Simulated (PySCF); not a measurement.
Checking a proposed structure

A compound C$_{4}$H$_{9}$NO gives the data below (simulated from a calculation) and was assigned the structure `C=C(CN)OC`.

$^{13}$C{$^{1}$H} NMR (computed): δ 73.5 (CH2, 2C), 51.4 (CH2, 2C).

$^{1}$H NMR (600 MHz, computed): δ 3.57 (m, 4H), 2.81 (m, 4H), 0.15 (br s, 1H).

No solvent, no relativistic terms, one conformer, rapidly exchanging positions averaged. Geometry: GFN2-xTB; PBE0/pcSseg-1 with gauge-including orbitals; PySCF 2.14.0 with density-fitted response routines.

Shifts are taken against calculated references (same method and geometry level): TMS for $^{1}$H (σ = 31.72 ppm), $^{13}$C (σ = 186.93 ppm).

Q: Compare with the shifts computed for the proposed structure, pairing carbons in order of shift.

A: Mapped SMILES: `[CH2:1]=[C:2]([CH2:3][NH2:4])[O:5][CH3:6]` (H(Xn): hydrogen on atom n).

```tsv
atom	computed for proposal	given list	difference
C2	172.4	73.5	+98.9
C1	85.1	73.5	+11.6
C6	56.2	51.4	+4.8
C3	53.1	51.4	+1.7
```

The rms difference is 49.8 ppm and the largest +98.9 ppm at C2 (alkene carbon bearing oxygen). The proposal also would give 4 carbon signals, not 2. The carbon types in order of shift don't match either: C, CH2, CH3, CH2 for the proposal against CH2, CH2, CH2, CH2 in the data. The proposal doesn't fit.

Q: Which isomer fits?

A: SMILES C1COCCN1.

1. Carbon types of the structure: 4 × CH2, leaving 1 H on heteroatoms.
2. δC 73.5: sp3 CH2 bonded to O; the inductive effect lowers its shielding.
3. δC 51.4: sp3 CH2 bonded to N; pulled downfield by the heteroatom.
4. δH 3.57: hydrogen on an sp3 CH2 bonded to O; its carbon carries O, which withdraws density.
5. δH 2.81: hydrogen on an sp3 CH2 bonded to N; its carbon carries N, which withdraws density.

The shifts were computed for this structure.

Exchangeable OH/NH protons stand at their gas-phase positions; hydrogen bonding in a real sample shifts them, mostly to higher δ. Shifts are as computed. Against solution values, carbons near 30 ppm lie about +3 ppm off and those near 130 ppm about +5 ppm. Of 1211 compounds with measured shifts, 218 miss one by over three times the rms of a fit or turn the order of signals round; such compounds aren't used in these exercises. Multiplicities follow the n + 1 count of equivalent neighbours, as no J values were calculated; m marks all less simple cases, F and P coupling included.
